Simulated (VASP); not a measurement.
# PbSe (Clausthalite) (Fm-3m) in VASP: further runs

The runs below take PbSe (Clausthalite) through single point, with PBEsol, revPBE+D3(BJ).

Program: VASP 6.6.1. These are calculated values, not measurements. Logs are shortened: lines on timing, memory, paths and dates and some standing lists are left out, and cuts for length are marked.

**Experimental background.**

A printed reference work, monograph reports, for a bulk crystal of PbSe at 4.2 K: band gap 0.15 eV (direct).

The runs below are set against these values where they give the same quantity.

### 1 The cell of the first run

Symmetry: Fm-3m, No. 225, cubic system. The conventional cell has a = 6.241 Å, b = 6.241 Å, c = 6.241 Å, α = 90.00°, β = 90.00°, γ = 90.00°. Pb (site symmetry m-3m) has 6 Se at 3.12 Å within 4.1 Å. Within 4.1 Å of Se (site symmetry m-3m) lie 6 Pb at 3.12 Å.

### 2 Single point, PBEsol (volume scaled by 1.06)

The input, INCAR:

```
PREC = Accurate
ENCUT = 520
EDIFF = 1E-7
ISMEAR = -1
SIGMA = 0.05
LREAL = F
LASPH = T
NELM = 60
ALGO = Normal
ISIF = 2
LWAVE = F
LCHARG = F
GGA = PS
NBANDS = 17
```

The input, KPOINTS:

```
regular mesh
0
Gamma
  8 8 8
```

The input, POSCAR:

```
PbSe
1.0
    0.0000000000      3.1206779849      3.1206779849
    3.1206779849      0.0000000000      3.1206779849
    3.1206779849      3.1206779849      0.0000000000
Pb Se
1 1
Direct
    0.0000000000      0.0000000000      0.0000000000
    0.5000000000      0.5000000000      0.5000000000
```

Potentials or basis: VASP PAW PBE potentials, release 64 (Pb_d, Se).

Run with:

```console
$ cat potpaw_PBE.64/Pb_d/POTCAR potpaw_PBE.64/Se/POTCAR > POTCAR
$ mpirun -np 1 vasp_std > vasp.out
```

OUTCAR:

```text
PREC = Accurate
   ENCUT = 520
   EDIFF = 1E-7
   ISMEAR = -1
   LREAL = F
   LASPH = T
   NELM = 60
   ISIF = 2
   GGA = PS

 ion  position               nearest neighbor table
   1  0.000  0.000  0.000-   2 3.12   2 3.12   2 3.12   2 3.12   2 3.12   2 3.12
   2  0.500  0.500  0.500-   1 3.12   1 3.12   1 3.12   1 3.12   1 3.12   1 3.12

  LATTYP: Found a face centered cubic cell.
 ALAT       =     6.2413559698

  Lattice vectors:

 A1 = (   0.0000000000,   3.1206779849,   3.1206779849)
 A2 = (   3.1206779849,   0.0000000000,   3.1206779849)
 A3 = (   3.1206779849,   3.1206779849,   0.0000000000)

Analysis of symmetry for initial positions (statically):
=====================================================================
 Subroutine PRICEL returns:
 Original cell was already a primitive cell.

 Routine SETGRP: Setting up the symmetry group for a
 face centered cubic supercell.

 Subroutine GETGRP returns: Found 48 space group operations
 (whereof 48 operations were pure point group operations)
 out of a pool of 48 trial point group operations.

The static configuration has the point symmetry O_h .

Analysis of symmetry for dynamics (positions and initial velocities):
=====================================================================
 Subroutine PRICEL returns:
 Original cell was already a primitive cell.

 Routine SETGRP: Setting up the symmetry group for a
 face centered cubic supercell.

 Subroutine GETGRP returns: Found 48 space group operations
 (whereof 48 operations were pure point group operations)
 out of a pool of 48 trial point group operations.

The dynamic configuration has the point symmetry O_h .

 Subroutine INISYM returns: Found 48 space group operations
 (whereof 48 operations are pure point group operations),
 and found     1 'primitive' translations

----------------------------------------------------------------------------------------

                                     Primitive cell

  volume of cell :      60.7823

  direct lattice vectors                    reciprocal lattice vectors
     0.000000000  3.120677985  3.120677985    -0.160221594  0.160221594  0.160221594
     3.120677985  0.000000000  3.120677985     0.160221594 -0.160221594  0.160221594
     3.120677985  3.120677985  0.000000000     0.160221594  0.160221594 -0.160221594

  length of vectors
     4.413305130  4.413305130  4.413305130     0.277511941  0.277511941  0.277511941

  position of ions in fractional coordinates (direct lattice)
     0.000000000  0.000000000  0.000000000
     0.500000000  0.500000000  0.500000000

  ion indices of the primitive-cell ions
   primitive index   ion index
                 1           1
                 2           2

----------------------------------------------------------------------------------------

 KPOINTS: regular mesh

Automatic generation of k-mesh.
 Grid dimensions read from file:
 generate k-points for:    8    8    8

 Generating k-lattice:

  Cartesian coordinates                     Fractional coordinates (reciprocal lattice)
    -0.020027699  0.020027699  0.020027699     0.125000000  0.000000000  0.000000000
     0.020027699 -0.020027699  0.020027699     0.000000000  0.125000000  0.000000000
     0.020027699  0.020027699 -0.020027699     0.000000000  0.000000000  0.125000000

  Length of vectors
     0.034688993  0.034688993  0.034688993

  Shift w.r.t. Gamma in fractional coordinates (k-lattice)
     0.000000000  0.000000000  0.000000000

 Subroutine IBZKPT returns following result:
 ===========================================

 Found     29 irreducible k-points:

 Following reciprocal coordinates:
            Coordinates               Weight
  0.000000  0.000000  0.000000      1.000000
  0.125000  0.000000  0.000000      8.000000
  0.250000  0.000000  0.000000      8.000000
  0.375000  0.000000  0.000000      8.000000
  0.500000  0.000000  0.000000      4.000000
  0.125000  0.125000  0.000000      6.000000
[... 16 lines left out ...]
  0.500000  0.250000  0.125000     48.000000
 -0.375000  0.250000  0.125000     24.000000
 [... further k-points ...]
   k-points           NKPTS =     29   k-points in BZ     NKDIM =     29   number of bands    NBANDS=     17
   number of dos      NEDOS =    301   number of ions     NIONS =      2
   total plane-waves  NPLWV =  46656
   dimension x,y,z NGX =    36 NGY =   36 NGZ =   36
   dimension x,y,z NGXF=    72 NGYF=   72 NGZF=   72
   ions per type =               1   1
   NGX,Y,Z   is equivalent  to a cutoff of  13.56, 13.56, 13.56 a.u.
   NGXF,Y,Z  is equivalent  to a cutoff of  27.12, 27.12, 27.12 a.u.
 SYSTEM =  unknown system
   PREC   = accura    normal or accurate (medium, high low for compatibility)
   ISTART =      0    job   : 0-new  1-cont  2-samecut
   ICHARG =      2    charge: 1-file 2-atom 10-const
   ISPIN  =      1    spin polarized calculation?
   LNONCOLLINEAR =      F non collinear calculations
   LSORBIT =      F    spin-orbit coupling
   LASPH  =      T    aspherical Exc in radial PAW
   ENCUT  =  520.0 eV  38.22 Ry    6.18 a.u.   8.21  8.21  8.21*2*pi/ulx,y,z
   NELM   =     60;   NELMIN=  2; NELMDL= -5     # of ELM steps
   EDIFF  = 0.1E-06   stopping-criterion for ELM
   LREAL  =      F    real-space projection
   EDIFFG = 0.1E-05   stopping-criterion for IOM
   NSW    =      0    number of steps for IOM
   IBRION =     -1    ionic relax: 0-MD 1-quasi-New 2-CG
   NFREE  =      0    steps in history (QN), initial steepest desc. (CG)
   ISIF   =      2    stress and relaxation
   ISYM   =      2    0-nonsym 1-usesym 2-fastsym
   POTIM  = 0.5000    time-step for ionic-motion
   TEBEG  =    0.0;   TEEND  =   0.0 temperature during run
   PSTRESS=    0.0 pullay stress
   NELECT =      20.0000    total number of electrons
   NUPDOWN=      -1.0000    fix difference up-down
   EMIN   =  10.00;   EMAX   =-10.00  energy-range for DOS
   EFERMI =   0.00;   METHOD = LEGACY
   ISMEAR =    -1;   SIGMA  =   0.05  broadening in eV -4-tet -1-fermi 0-gaus
   EFERMI_NEDOS =   21; number of points for ismear=-14 and -15
   IALGO  =     38    algorithm
   IMIX   =      4    mixing-type and parameters
     AMIX     =   0.40;   BMIX     =  1.00
     AMIX_MAG =   1.60;   BMIX_MAG =  1.00
  volume/ion in A,a.u.               =      30.39       205.09
[... 25 lines left out ...]

 E-fermi :   4.3612     XC(G=0):  -9.4547

 val. band max:        4.1693575638   @ k =   0.5000   0.0000   0.0000
 cond. band min:       4.5526977608   @ k =   0.5000   0.0000   0.0000
 fundamental gap:      0.3833401970
 Fermi energy:         4.3611581850

 k-point     1 :       0.0000    0.0000    0.0000
  band No.  band energies     occupation
      1     -12.4485      2.00000
      2     -12.4485      2.00000
      3     -12.4485      2.00000
      4     -12.4441      2.00000
      5     -12.4441      2.00000
      6      -8.9195      2.00000
[... 9 lines left out ...]
     16      10.7797      0.00000
     17      12.1204      0.00000

 k-point     2 :       0.1250    0.0000    0.0000
  band No.  band energies     occupation
      1     -12.4482      2.00000
      2     -12.4482      2.00000
      3     -12.4479      2.00000
      4     -12.4431      2.00000
      5     -12.4431      2.00000
      6      -8.8126      2.00000
[... 9 lines left out ...]
     16      11.1047      0.00000
     17      13.1807      0.00000

 k-point     3 :       0.2500    0.0000    0.0000
  band No.  band energies     occupation
      1     -12.4543      2.00000
      2     -12.4543      2.00000
      3     -12.4467      2.00000
      4     -12.4342      2.00000
      5     -12.4342      2.00000
      6      -8.5213      2.00000
[... 9 lines left out ...]
     16      11.9429      0.00000
     17      14.9991      0.00000

 k-point     4 :       0.3750    0.0000    0.0000
  band No.  band energies     occupation
      1     -12.4609      2.00000
      2     -12.4609      2.00000
      3     -12.4457      2.00000
      4     -12.4248      2.00000
      5     -12.4248      2.00000
      6      -8.1602      2.00000
[... 9 lines left out ...]
     16      13.2077      0.00000
     17      15.3205      0.00000

 k-point     5 :       0.5000    0.0000    0.0000
  band No.  band energies     occupation
      1     -12.4636      2.00000
      2     -12.4636      2.00000
      3     -12.4453      2.00000
      4     -12.4209      2.00000
      5     -12.4209      2.00000
      6      -7.9772      2.00000
[... 9 lines left out ...]
     16      14.3659      0.00000
     17      14.3659      0.00000

 k-point     6 :       0.1250    0.1250    0.0000
  band No.  band energies     occupation
      1     -12.4517      2.00000
      2     -12.4506      2.00000
      3     -12.4434      2.00000
      4     -12.4434      2.00000
      5     -12.4418      2.00000
      6      -8.7759      2.00000
[... 9 lines left out ...]
     16      11.7011      0.00000
     17      12.6526      0.00000

 k-point     7 :       0.2500    0.1250    0.0000
  band No.  band energies     occupation
      1     -12.4615      2.00000
      2     -12.4504      2.00000
      3     -12.4460      2.00000
      4     -12.4374      2.00000
      5     -12.4328      2.00000
      6      -8.5434      2.00000
[... 9 lines left out ...]
     16      12.5794      0.00000
     17      13.9180      0.00000

 k-point     8 :       0.3750    0.1250    0.0000
  band No.  band energies     occupation
      1     -12.4701      2.00000
      2     -12.4524      2.00000
      3     -12.4469      2.00000
      4     -12.4311      2.00000
      5     -12.4234      2.00000
      6      -8.1982      2.00000
[... 9 lines left out ...]
     16      13.7666      0.00000
     17      15.2124      0.00000
[... 203 lines left out ...]
      1     -12.5276      2.00000
      2     -12.4588      2.00000
      3     -12.4328      2.00000
      4     -12.4162      2.00000
      5     -12.4144      2.00000
      6      -7.7300      2.00000
[... 9 lines left out ...]
     16      15.5560      0.00000
     17      15.8671      0.00000

 k-point    20 :      -0.3750    0.3750    0.0000
  band No.  band energies     occupation
      1     -12.5146      2.00000
      2     -12.4498      2.00000
      3     -12.4401      2.00000
      4     -12.4221      2.00000
      5     -12.4171      2.00000
      6      -7.6852      2.00000
[... 9 lines left out ...]
     16      14.3016      0.00000
     17      16.2055      0.00000

 k-point    21 :       0.5000    0.5000    0.0000
  band No.  band energies     occupation
      1     -12.5397      2.00000
      2     -12.4629      2.00000
      3     -12.4285      2.00000
      4     -12.4122      2.00000
      5     -12.4122      2.00000
      6      -7.6817      2.00000
[... 9 lines left out ...]
     16      15.3789      0.00000
     17      16.7867      0.00000

 k-point    22 :       0.3750    0.2500    0.1250
  band No.  band energies     occupation
      1     -12.4738      2.00000
      2     -12.4502      2.00000
      3     -12.4466      2.00000
      4     -12.4312      2.00000
      5     -12.4271      2.00000
      6      -8.2799      2.00000
[... 9 lines left out ...]
     16      13.5174      0.00000
     17      14.1376      0.00000

 k-point    23 :       0.5000    0.2500    0.1250
  band No.  band energies     occupation
      1     -12.4831      2.00000
      2     -12.4511      2.00000
      3     -12.4446      2.00000
      4     -12.4284      2.00000
      5     -12.4223      2.00000
      6      -7.9688      2.00000
[... 9 lines left out ...]
     16      14.0237      0.00000
     17      15.0565      0.00000

 k-point    24 :      -0.3750    0.2500    0.1250
  band No.  band energies     occupation
      1     -12.4865      2.00000
      2     -12.4534      2.00000
      3     -12.4391      2.00000
      4     -12.4313      2.00000
      5     -12.4194      2.00000
      6      -7.8194      2.00000
[... 9 lines left out ...]
     16      14.9552      0.00000
     17      14.9836      0.00000

 [... further k-points ...]

------------------------ aborting loop because EDIFF is reached ----------------------------------------

  FORCE on cell =-STRESS in cart. coord.  units (eV):
  Direction    XX          YY          ZZ          XY          YZ          ZX
  --------------------------------------------------------------------------------------
  -------------------------------------------------------------------------------------
  Total       -1.1886085     -1.1886085     -1.1886085      0.0000000      0.0000000     -0.0000000
  in kB      -31.3308777    -31.3308777    -31.3308777      0.0000000      0.0000000     -0.0000000
  external PRESSURE =     -31.3308777 kB  Pullay stress =       0.0000000 kB

 VOLUME and BASIS-vectors are now :
 -----------------------------------------------------------------------------
  energy-cutoff  :      520.00
  volume of cell :       60.78
      direct lattice vectors                 reciprocal lattice vectors
     0.000000000  3.120677985  3.120677985    -0.160221594  0.160221594  0.160221594
     3.120677985  0.000000000  3.120677985     0.160221594 -0.160221594  0.160221594
     3.120677985  3.120677985  0.000000000     0.160221594  0.160221594 -0.160221594

 POSITION                                       TOTAL-FORCE (eV/Angst)
 -----------------------------------------------------------------------------------
      0.00000      0.00000      0.00000        -0.000000      0.000000     -0.000000
      3.12068      3.12068      3.12068         0.000000     -0.000000      0.000000
 -----------------------------------------------------------------------------------
    total drift:                               -0.000000      0.000000      0.000000

  FREE ENERGIE OF THE ION-ELECTRON SYSTEM (eV)
  ---------------------------------------------------
  free  energy   TOTEN  =        -8.8776031009 eV

  energy  without entropy=       -8.8774417342  energy(sigma->0) =       -8.87752242
```

Run time: 70 s. Hardware: 1 thread of AMD EPYC 7R13, shared host; peak memory 0.18 GiB.

What came out:

* Free energy: -8.8776 eV
* Pressure: -3.1 GPa
* Band gap on the k mesh: 0.38 eV, direct

Levels at points of the mesh, in eV from the valence-band top:
```tsv
k point	band 6	band 7	band 8	band 9	band 10	band 11	band 12	band 13	band 14	band 15
(0.00, 0.00, 0.00)	-13.09	-6.38	-1.57	-1.57	-1.57	4.59	4.59	4.59	6.61	6.61
(0.50, 0.00, 0.00)	-12.15	-8.48	-1.20	-1.20	0.00	0.38	1.81	1.81	8.38	10.01
(0.50, 0.50, 0.00)	-11.85	-7.27	-4.50	-2.85	-2.85	3.86	5.41	5.41	5.80	11.16
```

Caveat: the cell differs from its parent crystal (volume scaled by 1.06); the PAW data sets were made with another functional, which shifts forces and pressure a little; spin-orbit coupling is left out, which moves the levels of the heavy elements.

### 3 Single point, PBEsol

This run uses another cell than the first one, of 28.67 Å³/atom, 0.943 times its volume.

The input, INCAR:

```
PREC = Accurate
ENCUT = 520
EDIFF = 1E-7
ISMEAR = 0
SIGMA = 0.05
LREAL = F
LASPH = T
NELM = 100
ALGO = Normal
ISIF = 2
LWAVE = F
LCHARG = F
GGA = PS
NBANDS = 17
```

KPOINTS is that of step 2.

The input, POSCAR:

```
PbSe
1.0
    0.0000000000      3.0606500000      3.0606500000
    3.0606500000      0.0000000000      3.0606500000
    3.0606500000      3.0606500000      0.0000000000
Pb Se
1 1
Direct
    0.0000000000      0.0000000000      0.0000000000
    0.5000000000      0.5000000000      0.5000000000
```

Potentials or basis: VASP PAW PBE potentials, release 64 (Pb_d, Se).

Run with:

```console
$ cat potpaw_PBE.64/Pb_d/POTCAR potpaw_PBE.64/Se/POTCAR > POTCAR
$ mpirun -np 1 vasp_std > vasp.out
```

It took 9.5 s on 1 thread of Intel Xeon 6975P-C (Granite Rapids), shared host; peak memory 0.18 GiB.

Results (log left out):

```
Free energy            : -8.9170 eV
Pressure               : -0.5 GPa
Band gap on the k mesh : 0.20 eV, direct
```

Levels at points of the mesh, in eV from the valence-band top:
| k point | band 7 | band 8 | band 9 | band 10 | band 11 | band 12 | band 13 | band 14 |
| --- | --- | --- | --- | --- | --- | --- | --- | --- |
| (0.00, 0.00, 0.00) | -6.33 | -1.87 | -1.87 | -1.87 | 4.68 | 4.68 | 4.68 | 6.45 |
| (0.50, 0.00, 0.00) | -8.83 | -1.46 | -1.46 | 0.00 | 0.20 | 1.65 | 1.65 | 8.41 |
| (0.50, 0.50, 0.00) | -7.41 | -5.02 | -3.25 | -3.25 | 3.58 | 5.58 | 5.58 | 6.01 |

Caveat: the PAW data sets were made with another functional, which shifts forces and pressure a little; spin-orbit coupling is left out, which moves the levels of the heavy elements.

### 4 Single point, revPBE+D3(BJ)

This run uses another cell than the first one, of 28.54 Å³/atom, 0.939 times its volume.

The input, INCAR:

```
PREC = Accurate
ENCUT = 520
EDIFF = 1E-7
ISMEAR = -1
SIGMA = 0.05
LREAL = False
LASPH = True
NELM = 100
ALGO = Normal
ISIF = 2
LWAVE = False
LCHARG = False
GGA = RE
IVDW = 12
NBANDS = 17
```

KPOINTS is that of step 3.

The input, POSCAR:

```
PbSe
1.0
    0.0000000000      3.0558726843      3.0558726843
    3.0558726843      0.0000000000      3.0558726843
    3.0558726843      3.0558726843      0.0000000000
Pb Se
1 1
Direct
    0.0000000000      0.0000000000      0.0000000000
    0.5000000000      0.5000000000      0.5000000000
```

Run with:

```console
$ cat potpaw_PBE.64/Pb_d/POTCAR potpaw_PBE.64/Se/POTCAR > POTCAR
$ mpirun -np 1 vasp_std > vasp.out
```

It took 10 s on 1 thread of Intel Xeon 6975P-C (Granite Rapids), shared host; peak memory 0.19 GiB.

It converged, with:

```yaml
Free_energy: -8.9287 eV
Pressure: 0.0 GPa
Band_gap_on_the_k_mesh: 0.34 eV, direct
Dispersion_energy_per_atom: -0.688 eV
```

Levels at points of the mesh, in eV from the valence-band top:
| k point | band 8 | band 9 | band 10 | band 11 | band 12 | band 13 |
| --- | --- | --- | --- | --- | --- | --- |
| (0.00, 0.00, 0.00) | -1.91 | -1.91 | -1.91 | 4.75 | 4.75 | 4.75 |
| (0.50, 0.00, 0.00) | -1.51 | -1.51 | 0.00 | 0.34 | 1.71 | 1.71 |
| (0.50, 0.50, 0.00) | -5.01 | -3.27 | -3.27 | 3.72 | 5.66 | 5.66 |

Caveat: the PAW data sets were made with another functional, which shifts forces and pressure a little; spin-orbit coupling is left out, which moves the levels of the heavy elements.

### 5 Summary

```csv
level,cell,smearing,gap on the mesh (eV),pressure (GPa)
PBEsol,"a = 4.413 Å, angles 60.0°, 2 atoms",fermi-dirac 0.05 eV,0.38,-3.1
PBEsol,"a = 4.328 Å, angles 60.0°, 2 atoms",gaussian 0.05 eV,0.20,-0.5
revPBE+D3(BJ),"a = 4.322 Å, angles 60.0°, 2 atoms",fermi-dirac 0.05 eV,0.34,0.0
```

Alike in all rows: task single point; potentials or basis VASP PAW PBE potentials, release 64 (Pb_d, Se); no spin polarisation; k mesh 8 × 8 × 8; cutoff (eV) 520.

Caveats: the PAW data sets were made with another functional, which shifts forces and pressure a little; spin-orbit coupling is left out, which moves the levels of the heavy elements.

Absolute energies hang on the potentials; compare differences alone.

### 6 How close it comes

Step 3. Measured gap of PbSe: 0.15 eV (direct; 4.2 K; a printed reference work, monograph). This calculation gives 0.20 eV (+0.05 eV). 2 values of this kind are on record (0.15 to 0.28 eV); this one was drawn at random. Spin-orbit coupling on Pb, Se is left out. The value is that of PBEsol on a finite k mesh, which can miss the band edges, without temperature or zero-point motion.

Step 4. A measured gap of PbSe is 0.15 eV (direct; 4.2 K; a printed reference work, monograph); the calculated 0.34 eV misses it by +0.19 eV. 2 values of this kind are on record (0.15 to 0.28 eV); this one was drawn at random. Spin-orbit coupling on Pb, Se is left out. The value is that of revPBE+D3(BJ) on a finite k mesh, which can miss the band edges, without temperature or zero-point motion.
